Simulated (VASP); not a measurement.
**GaS: band structure with PBE+D3(BJ)**

**The experiment to reproduce.**

“Vapor-liquid-solid growth of highly-mismatched semiconductor nanowires with high-fidelity van der Waals layer stacking”, 2022, arxiv:2211.03366 quotes, for a bulk crystal of GaS at 300 K: band gap 2.53 eV (indirect).

The system is GaS.

```
CELL_PARAMETERS angstrom
3.58823 0.00000 0.00000
-1.79411 3.10750 0.00000
0.00000 0.00000 15.42272
ATOMIC_POSITIONS crystal
Ga 0.33333 0.66667 0.17063
Ga 0.66667 0.33333 0.67063
Ga 0.33333 0.66667 0.32937
Ga 0.66667 0.33333 0.82937
S 0.33333 0.66667 0.59996
S 0.66667 0.33333 0.09996
S 0.33333 0.66667 0.90004
S 0.66667 0.33333 0.40004
```

```yaml
Program: VASP 6.6.1
Task: band structure
Functional: PBE
Dispersion: D3(BJ)
Potentials_or_basis: VASP PAW PBE potentials, release 64 (Ga_d, S)
Cutoff: 520 eV
k_mesh: 9 × 9 × 2
Occupations: gaussian, width 0.03 eV
Spin: no spin polarisation
Further_INCAR_settings: ALGO = Normal; EDIFF = 1e-07; NBANDS = 48
```

```
Pressure                   : 0.0 GPa
Largest force              : 0.005 eV/Å
Band gap on the k mesh     : 1.57 eV, indirect (least direct gap 1.67 eV)
Band gap along the path    : 1.56 eV, indirect (least direct gap 1.67 eV)
Dispersion energy per atom : -0.274 eV
```

Forces in eV/Å, atoms in the order of the input:
```
Ga   0.000  0.000  0.003
Ga   0.000  0.000  0.003
Ga   0.000  0.000 -0.003
Ga   0.000  0.000 -0.003
S    0.000  0.000  0.005
S    0.000  0.000  0.005
S    0.000  0.000 -0.005
S    0.000  0.000 -0.005
```

Levels at the corners of the path, in eV from the valence-band top:
| point | band 35 | band 36 | band 37 | band 38 | band 39 | band 40 | band 41 | band 42 |
| --- | --- | --- | --- | --- | --- | --- | --- | --- |
| Γ | -1.46 | -1.41 | -1.41 | 0.00 | 1.67 | 2.37 | 2.84 | 3.06 |
| M | -2.56 | -2.36 | -2.24 | -1.67 | 1.56 | 1.70 | 2.06 | 2.40 |
| M | -2.56 | -2.36 | -2.24 | -1.67 | 1.56 | 1.70 | 2.06 | 2.40 |
| K | -2.37 | -2.37 | -1.99 | -1.99 | 1.74 | 2.27 | 3.22 | 3.22 |
| K | -2.37 | -2.37 | -1.99 | -1.99 | 1.74 | 2.27 | 3.22 | 3.22 |
| Γ | -1.46 | -1.41 | -1.41 | 0.00 | 1.67 | 2.37 | 2.84 | 3.06 |
| Γ | -1.46 | -1.41 | -1.41 | 0.00 | 1.67 | 2.37 | 2.84 | 3.06 |
| A | -1.44 | -1.44 | -0.73 | -0.73 | 2.11 | 2.11 | 2.93 | 2.93 |
| A | -1.44 | -1.44 | -0.73 | -0.73 | 2.11 | 2.11 | 2.93 | 2.93 |
| L | -2.58 | -2.58 | -1.95 | -1.95 | 1.78 | 1.78 | 2.07 | 2.07 |
| L | -2.58 | -2.58 | -1.95 | -1.95 | 1.78 | 1.78 | 2.07 | 2.07 |
| H | -2.57 | -2.57 | -1.86 | -1.86 | 1.97 | 1.97 | 3.10 | 3.10 |
| H | -2.57 | -2.57 | -1.86 | -1.86 | 1.97 | 1.97 | 3.10 | 3.10 |
| A | -1.44 | -1.44 | -0.73 | -0.73 | 2.11 | 2.11 | 2.93 | 2.93 |
| L | -2.58 | -2.58 | -1.95 | -1.95 | 1.78 | 1.78 | 2.07 | 2.07 |
| M | -2.56 | -2.36 | -2.24 | -1.67 | 1.56 | 1.70 | 2.06 | 2.40 |
| K | -2.37 | -2.37 | -1.99 | -1.99 | 1.74 | 2.27 | 3.22 | 3.22 |
| H | -2.57 | -2.57 | -1.86 | -1.86 | 1.97 | 1.97 | 3.10 | 3.10 |

Core levels (eV, on the scale of the bands):
```csv
atom,levels
1 Ga,"1s -10220.2, 2s -1253.6, 2p -1090.1, 3s -139.6, 3p -90.4"
2 Ga,"1s -10220.2, 2s -1253.6, 2p -1090.1, 3s -139.6, 3p -90.4"
3 Ga,"1s -10220.2, 2s -1253.6, 2p -1090.1, 3s -139.6, 3p -90.4"
4 Ga,"1s -10220.2, 2s -1253.6, 2p -1090.1, 3s -139.6, 3p -90.4"
5 S,"1s -2395.5, 2s -201.6, 2p -146.3"
6 S,"1s -2395.5, 2s -201.6, 2p -146.3"
```

Run time: 3.1 min on 2 MPI ranks on Intel(R) Xeon(R) 6975P-C (Granite Rapids), on a shared host, peak memory 0.44 GiB a rank.

Against the measured gap of GaS, 2.53 eV (indirect; 300 K; quoted in “Vapor-liquid-solid growth of highly-mismatched semiconductor nanowires with high-fidelity van der Waals layer stacking”, 2022, arxiv:2211.03366), the calculated 1.56 eV is off by -0.97 eV. 2 values of this kind are on record (2.53 to 2.59 eV); this one was drawn at random. Spin-orbit coupling on Ga is left out. The value is that of PBE+D3(BJ), without temperature or zero-point motion. Semilocal functionals fall short of measured gaps as a rule.
